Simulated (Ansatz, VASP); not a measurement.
Two plane-wave programs on Rh

```xyz
1
Lattice="2.4810 0.0000 0.0000 0.0000 2.4810 0.0000 0.0000 0.0000 2.4810" Properties=species:S:1:pos:R:3 pbc="T T T"
Rh    0.0000    0.0000    0.0000
```

Alike in both runs: functional LDA; k mesh 13 × 13 × 13; occupations fermi-dirac, width 0.1 eV; no spin polarisation.

Ansatz relaxed the structure, and its values are those at the end. VASP's run is a single point on that final structure, the one shown.

|  | VASP | Ansatz |
| --- | --- | --- |
| version | VASP 6.6.1 | Ansatz 0.2.0 |
| potentials or method | VASP PAW LDA potentials, release 64 (Rh_pv) | plane waves (420 eV) with PAW, scalar-relativistic |
| plane-wave cutoff (eV) | 520 | 420 |
| valence electrons in the cell | 15 | 17 |

Ansatz gave:

```
pressure (GPa) : 0.0
```

**Question.** Estimate VASP's values.

**Answer.** Pressure (GPa): 0.7.

The two sets of potentials don't hold the same shells in valence. Ansatz warned: «pseudo_functional_mismatch».
